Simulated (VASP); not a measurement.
A run of VASP 6.6.1 is set up as follows.

Contents of INCAR:

```
SYSTEM = HC60N3
  PREC = Accurate
  ENCUT = 520
  EDIFF = 1E-6
  ISMEAR = 0
  SIGMA = 0.03
  LREAL = .FALSE.
  LASPH = .TRUE.
  NELM = 80
  ALGO = Fast
  ISIF = 2
  LWAVE = .FALSE.
  LCHARG = .FALSE.
  GGA = PE
  NBANDS = 166
```

KPOINTS

```
regular mesh
0
G
  2 2 2
  0 0 0
```

File POSCAR:

```
HC60N3
1.0
    7.1400000000      0.0000000000      0.0000000000
    0.0000000000      7.1400000000      0.0000000000
    0.0000000000      0.0000000000      7.1400000000
H C N
1 60 3
Direct
    0.5382750900      0.5382750900      0.5382750900
    0.6319130000      0.6319130000      0.6319130000
    0.5014860000      0.7507060000      0.7507060000
    0.7507060000      0.5014860000      0.7507060000
    0.7507060000      0.7507060000      0.5014860000
    0.4950870000      0.2505090000      0.7494590000
    0.4950870000      0.7494590000      0.2505090000
    0.2505090000      0.4950870000      0.7494590000
    0.7494590000      0.4950870000      0.2505090000
    0.2505090000      0.7494590000      0.4950870000
    0.7494590000      0.2505090000      0.4950870000
    0.6235760000      0.3759650000      0.8734240000
    0.6235760000      0.8734240000      0.3759650000
    0.3759650000      0.6235760000      0.8734240000
    0.8734240000      0.6235760000      0.3759650000
    0.3759650000      0.8734240000      0.6235760000
    0.8734240000      0.3759650000      0.6235760000
    0.5050870000      0.2510410000      0.2510410000
    0.2510410000      0.5050870000      0.2510410000
    0.2510410000      0.2510410000      0.5050870000
    0.1273950000      0.6227350000      0.6227350000
    0.6227350000      0.1273950000      0.6227350000
    0.6227350000      0.6227350000      0.1273950000
    0.9999620000      0.4999560000      0.4999560000
    0.4999560000      0.9999620000      0.4999560000
    0.4999560000      0.4999560000      0.9999620000
    0.1278200000      0.3773090000      0.3773090000
    0.3773090000      0.1278200000      0.3773090000
    0.3773090000      0.3773090000      0.1278200000
    0.6239330000      0.8758650000      0.8758650000
    0.8758650000      0.6239330000      0.8758650000
    0.8758650000      0.8758650000      0.6239330000
    0.0011195000      0.7494200000      0.7494200000
    0.7494200000      0.0011195000      0.7494200000
    0.7494200000      0.7494200000      0.0011195000
    0.1237350000      0.3750450000      0.8761320000
    0.1237350000      0.8761320000      0.3750450000
    0.3750450000      0.1237350000      0.8761320000
    0.8761320000      0.1237350000      0.3750450000
    0.3750450000      0.8761320000      0.1237350000
    0.8761320000      0.3750450000      0.1237350000
    0.9987500000      0.2495250000      0.7493430000
    0.9987500000      0.7493430000      0.2495250000
    0.2495250000      0.9987500000      0.7493430000
    0.7493430000      0.9987500000      0.2495250000
    0.2495250000      0.7493430000      0.9987500000
    0.7493430000      0.2495250000      0.9987500000
    0.1237820000      0.1237820000      0.6246850000
    0.1237820000      0.6246850000      0.1237820000
    0.6246850000      0.1237820000      0.1237820000
    0.0017403000      0.2503660000      0.2503660000
    0.2503660000      0.0017403000      0.2503660000
    0.2503660000      0.2503660000      0.0017403000
    0.1249420000      0.8743930000      0.8743930000
    0.8743930000      0.1249420000      0.8743930000
    0.8743930000      0.8743930000      0.1249420000
    0.9999680000      0.9999680000      0.4998950000
    0.9999680000      0.4998950000      0.9999680000
    0.4998950000      0.9999680000      0.9999680000
    0.1254050000      0.1254050000      0.1254050000
    0.9997840000      0.9997840000      0.9997840000
    0.6351560000      0.3648080000      0.3648080000
    0.3648080000      0.6351560000      0.3648080000
    0.3648080000      0.3648080000      0.6351560000
```

Potentials or basis: VASP PAW PBE potentials, release 64 (H, C, N).

Command:

```sh
$ cat potpaw_PBE.64/H/POTCAR potpaw_PBE.64/C/POTCAR potpaw_PBE.64/N/POTCAR > POTCAR
$ mpirun -np 1 vasp_std > vasp.out
```

(1) Predict the pressure.

(2) Predict the band gap on the k mesh.

Results:

(1) 0.8 GPa.

(2) 3.70 eV, indirect (least direct gap 3.76 eV).

Caveat: the k mesh is coarse (spacing up to 0.44 Å⁻¹), so the values aren't converged.
